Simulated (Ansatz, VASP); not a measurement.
BP in VASP and in Ansatz

Contents of INCAR:

```
SYSTEM = BP
  ALGO = Normal
  EDIFF = 1E-6
  ENCUT = 520
  GGA = PE
  ISIF = 2
  ISMEAR = 0
  LASPH = .TRUE.
  LCHARG = .TRUE.
  LELF = .TRUE.
  LREAL = .FALSE.
  LVHAR = .TRUE.
  LWAVE = .FALSE.
  NBANDS = 11
  NELM = 80
  PREC = Accurate
  SIGMA = 0.02
```

KPOINTS

```
k-points
0
G
  10 10 10
  0 0 0
```

The input POSCAR:

```
BP
1.0
    0.0000000000      2.2690000000      2.2690000000
    2.2690000000      0.0000000000      2.2690000000
    2.2690000000      2.2690000000      0.0000000000
P B
1 1
Direct
    0.7500000000      0.7500000000      0.7500000000
    0.0000000000      0.0000000000      0.0000000000
```

Contents of input.yaml:

```yaml
crystal:
  lattice:
    - [0.0, 2.269, 2.269]
    - [2.269, 0.0, 2.269]
    - [2.269, 2.269, 0.0]
  atoms:
    - { symbol: P, position: [0.75, 0.75, 0.75] }
    - { symbol: B, position: [0.0, 0.0, 0.0] }
hamiltonian:
  xc: pbe
  pseudopotentials: { kind: paw }
kpoints:
  mp_grid: { grid: [10, 10, 10] }
scf:
  occupations: { method: gaussian, width: 0.02 }
output:
  forces: true
  stress: true
  eigenvalues: true
```

Alike in both runs: task single point; functional PBE; k mesh 10 × 10 × 10; occupations gaussian, width 0.02 eV; no spin polarisation.

|  | VASP | Ansatz |
| --- | --- | --- |
| version | VASP 6.6.1 | Ansatz 0.2.0 |
| potentials or method | VASP PAW PBE potentials, release 64 (P, B) | Ansatz PAW |
| plane-wave cutoff (eV) | 520 | 420 |
| valence electrons in the cell | 8 | 8 |

```tsv
	VASP	Ansatz	Ansatz less VASP
gap on the k mesh at the Fermi level (eV)	1.24	1.24	+0.004
least direct gap on the mesh (eV)	3.40	3.40	+0.003
pressure (GPa)	0.9	1.1	+0.24
```

The functional is the same, so the differences come from potentials, cutoffs and numerics.

A k mesh can miss the band edges.
